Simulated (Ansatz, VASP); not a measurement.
**LiCl: VASP beside Ansatz**

Contents of POSCAR:

```
LiCl
1.0
    0.0000000000      2.5560252063      2.5560252063
    2.5560252063      0.0000000000      2.5560252063
    2.5560252063      2.5560252063      0.0000000000
Li Cl
1 1
Direct
    0.0000000000      0.0000000000      0.0000000000
    0.5000000000      0.5000000000      0.5000000000
```

INCAR.step1

```
PREC     = Accurate       # precision mode
ENCUT    = 520            # plane-wave cutoff, eV
ISMEAR   = 0              # smearing method
SIGMA    = 0.01           # smearing width, eV
LREAL    = F              # projectors in reciprocal space
LASPH    = T              # aspherical terms in the spheres
NELM     = 80             # most SCF steps
NBANDS   = 12             # bands
GGA      = PE             # functional
ALGO     = Normal         # electronic algorithm
EDIFF    = 1E-4           # SCF threshold, eV
LWAVE    = T              # write WAVECAR
LCHARG   = F              # write CHGCAR
```

INCAR.step2

```
PREC     = Accurate       # precision mode
ENCUT    = 520            # plane-wave cutoff, eV
EDIFF    = 1E-7           # SCF threshold, eV
ISMEAR   = 0              # smearing method
SIGMA    = 0.01           # smearing width, eV
LREAL    = F              # projectors in reciprocal space
LASPH    = T              # aspherical terms in the spheres
NELM     = 80             # most SCF steps
ALGO     = Normal         # electronic algorithm
ISIF     = 2              # what is computed and relaxed
LWAVE    = F              # write WAVECAR
LCHARG   = F              # write CHGCAR
METAGGA  = R2SCAN         # meta-GGA
LMIXTAU  = T            
NBANDS   = 12             # bands
ISTART   = 1
```

File KPOINTS:

```
regular mesh
0
Gamma
  8 8 8
```

Input for Ansatz:

```yaml
crystal:
  lattice:
    - [0.0, 2.5560252063, 2.5560252063]
    - [2.5560252063, 0.0, 2.5560252063]
    - [2.5560252063, 2.5560252063, 0.0]
  atoms:
    - { symbol: Li, position: [0.0, 0.0, 0.0] }
    - { symbol: Cl, position: [0.5, 0.5, 0.5] }
kpoints:
  mp_grid: { grid: [8, 8, 8] }
  band_path:
    path:
      - [0.0, 0.0, 0.0]
      - [0.5, 0.0, 0.5]
      - [0.625, 0.25, 0.625]
      - [0.375, 0.375, 0.75]
      - [0.5, 0.5, 0.5]
      - [0.5, 0.25, 0.75]
      - [-0.072917, 0.0, 0.072917]
    npoints: 1
hamiltonian:
  xc: r2scan
scf:
  occupations: { method: fixed }
  n_extra_bands: 4
output:
  forces: true
  stress: true
  eigenvalues: true
```

Alike in both runs: task single point; functional r2SCAN; k mesh 8 × 8 × 8; no spin polarisation.

|  | VASP | Ansatz |
| --- | --- | --- |
| version | VASP 6.6.1 | Ansatz 0.2.0 |
| potentials or method | VASP PAW PBE potentials, release 64 (Li_sv, Cl) | plane waves, PAW |
| plane-wave cutoff (eV) | 520 | 500 |
| occupations | gaussian, width 0.01 eV | fixed |
| valence electrons in the cell | 10 | 10 |

|  | VASP | Ansatz | Ansatz less VASP |
| --- | --- | --- | --- |
| gap on the k mesh at the Fermi level (eV) | 7.36 | 7.29 | -0.069 |

Caveats: the PAW data sets were made with another functional, which shifts forces and pressure a little (VASP). r2SCAN opens gaps a little over a GGA but as a rule still falls short of measured ones. A k mesh can miss the band edges.
